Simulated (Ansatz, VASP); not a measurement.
**AgBr in VASP and in Ansatz**

```xyz
2
Lattice="4.0590 0.0000 0.0000 2.0295 3.5152 0.0000 2.0295 1.1717 3.3142" Properties=species:S:1:pos:R:3 pbc="T T T"
Ag    0.0000    0.0000    0.0000
Br    4.0590    2.3435    1.6571
```

Alike in both runs: task single point; functional PBE; k mesh 2 × 2 × 2; no spin polarisation.

|  | VASP | Ansatz |
| --- | --- | --- |
| version | VASP 6.6.1 | Ansatz 0.2.0 |
| potentials or method | VASP PAW PBE potentials, release 64 (Ag, Br) | plane waves, PAW |
| plane-wave cutoff (eV) | 520 | 530 |
| occupations | gaussian, width 0.01 eV | fixed |
| valence electrons in the cell | 18 | 26 |

Ansatz gave:

```
pressure (GPa) : 9.2
```

**Question.** Which values does VASP return?

**Answer.** Pressure (GPa): 9.1.

The two sets of potentials don't hold the same shells in valence.

Caveats: the k mesh is coarse (spacing up to 0.95 Å⁻¹), so the values aren't converged. A k mesh can miss the band edges.
